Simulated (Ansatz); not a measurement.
## Co under changes of volume

One of the cells (10.688 Å³/atom); the others are scaled copies at fixed shape and fractional positions:

```xyz
4
Lattice="2.4706 0.0000 0.0000 -1.2353 2.1396 0.0000 0.0000 0.0000 8.0882" Properties=species:S:1:pos:R:3 pbc="T T T"
Co    1.2353    0.7132    6.0662
Co    0.0000    0.0000    4.0441
Co    0.0000    1.4264    2.0221
Co    0.0000    0.0000    0.0000
```

| Property | Result |
| --- | --- |
| Program | Ansatz 0.2.0 |
| Functional | PBEsol |
| Potentials or basis | all-electron LAPW, scalar-relativistic |
| Cutoff | 314 eV (chosen from the basis error) |
| Basis error allowed | 0.001 eV/atom |
| k mesh | 12 × 12 × 4 |
| Occupations | fermi-dirac, width 0.05 eV |
| Spin | collinear spin, ferromagnetic start |
| Starting moments | [2.0, 2.0, 2.0, 2.0] μB |

```tsv
volume (Å³/atom)	energy over the lowest point (meV/atom)	pressure (GPa)	moment (μB per cell)
10.047	?	?	?
10.261	1.29	3.4	6.37
10.475	0.00	-1.4	6.50
10.688	4.72	-5.8	6.59
10.902	15.07	-9.8	6.66
11.116	30.59	-13.4	6.73
11.330	50.61	-16.6	6.78
```

Q: What does the run at 10.047 Å³/atom give?

A: Energy over the lowest point 9.19 meV/atom; pressure 8.8 GPa; moment 6.24 μB per cell.

Worked out: A Birch-Murnaghan fit of order 3 (a polynomial in V^(-2/3)) to the other rows has its minimum at 10.41 Å³/atom with B0 = V·E''(V) = 230 GPa and B' = 3.6 at fixed shape and positions, which overstates the stiffness. It gives 9.38 meV/atom at 10.047 Å³/atom, against the run's 9.19, and -dE/dV = 8.7 GPa, against 8.8. A parabola through the other rows of the moment, of slope 0.657 μB per Å³/atom there, extrapolates to 6.24 μB, against the run's 6.24.

Energies are extrapolated to zero smearing.
